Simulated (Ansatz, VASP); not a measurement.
## Li: VASP beside Ansatz

The input INCAR:

```
ALGO = Normal
EDIFF = 1E-6
EDIFFG = -0.01
ENCUT = 600
GGA = PE
IBRION = 2
ISIF = 3
ISMEAR = 0
LASPH = True
LCHARG = False
LREAL = False
LWAVE = False
NELM = 100
NSW = 100
PREC = Accurate
SIGMA = 0.1
```

File KPOINTS:

```
k-points
0
Gamma
  26 26 26
```

The input POSCAR:

```
Li
1.0
   -1.5234961111      1.5600074166      2.1249037717
    1.5234961111     -1.5600074166      2.1249037717
    1.5234961111      1.5600074166     -2.1249037717
Li
1
Direct
    0.0000000000      0.0000000000      0.0000000000
```

Input for Ansatz:

```yaml
crystal:
  lattice:
    - [-1.5234961111, 1.5600074166, 2.1249037717]
    - [1.5234961111, -1.5600074166, 2.1249037717]
    - [1.5234961111, 1.5600074166, -2.1249037717]
  atoms:
    - { symbol: Li, position: [0.0, 0.0, 0.0] }
basis:
  ecutwfc: 420
kpoints:
  mp_grid: { grid: [26, 26, 26] }
hamiltonian:
  xc: pbe
scf:
  occupations: { method: gaussian, width: 0.1 }
output:
  forces: true
  stress: true
  eigenvalues: true
relax:
  adjacent_minimum: "off"
  f_tol: 0.01
  max_steps: 80
  cell: { stress_tol: 0.05 }
```

Change from the starting cell: the structure that the rattled cell fell into.

Alike in both runs: task relaxation of cell and atoms; functional PBE; k mesh 26 × 26 × 26; occupations gaussian, width 0.1 eV; no spin polarisation.

|  | VASP | Ansatz |
| --- | --- | --- |
| version | VASP 6.6.1 | Ansatz 0.2.0 |
| potentials or method | VASP PAW PBE potentials, release 64 (Li_sv) | scalar-relativistic, plane waves, PAW |
| plane-wave cutoff (eV) | 600 | 420 |
| valence electrons in the cell | 3 | 3 |

|  | VASP | Ansatz | Ansatz less VASP |
| --- | --- | --- | --- |
| gap on the k mesh at the Fermi level, each at its own relaxed structure (eV) | none | none | - |
| relaxed volume (Å³/atom) | 19.98 | 20.22 | +0.232 |
| relaxed cell length with the largest relative difference (Å) | 3.035 | 3.047 | +0.0123 |

A gap of «none» marks a metal or a gap that the smearing closes.

Caveats: the cutoff is under 1.25 times the usual one of these potentials, so pressure, stress and relaxed cells hold a basis-set (Pulay) error (VASP).
